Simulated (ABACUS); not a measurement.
Crystal: I.

```xyz
1
Lattice="0.0000 2.3656 3.9098 2.1922 0.0000 3.9098 2.1922 2.3656 0.0000" Properties=species:S:1:pos:R:3 pbc="T T T"
I     0.0000    0.0000    0.0000
```

Base run:

```yaml
Program: ABACUS 3.10.1
Functional: LDA-PW92
Potentials_or_basis: GBRV ultrasoft 1.5 LDA
Cutoff: 544 eV
Density_cutoff: 4354 eV
Basis: plane waves
k_mesh: 7 × 7 × 7
Occupations: fermi-dirac, width 0.05 eV
Spin: no spin polarisation
```

Its results: band gap on the k mesh none (metal or under the smearing width); pressure -2.2 GPa.

**Question.** After a change of settings the same cell gave: band gap on the k mesh none (metal or under the smearing width); pressure 3.0 GPa. Which change was it?
A. functional from LDA-PW92 to BP86; potentials or basis from GBRV ultrasoft 1.5 LDA to Ansatz NC PBE; cutoff from 544 eV to 966 eV; density cutoff from 4354 eV to 3864 eV
B. functional from LDA-PW92 to HCTH407; potentials or basis from GBRV ultrasoft 1.5 LDA to SG15 ONCV 1.2 PBE; cutoff from 544 eV to 966 eV; density cutoff from 4354 eV to 3864 eV; valence electrons from 7 to 17
C. functional from LDA-PW92 to PW91; potentials or basis from GBRV ultrasoft 1.5 LDA to Ansatz NC PBE; cutoff from 544 eV to 966 eV; density cutoff from 4354 eV to 3864 eV

**Answer.** B.

Caveats: an odd number of electrons without spin polarisation forces a metal; a magnetic or distorted state may lie lower; the potentials were made for another functional, which shifts forces and pressure (some runs).
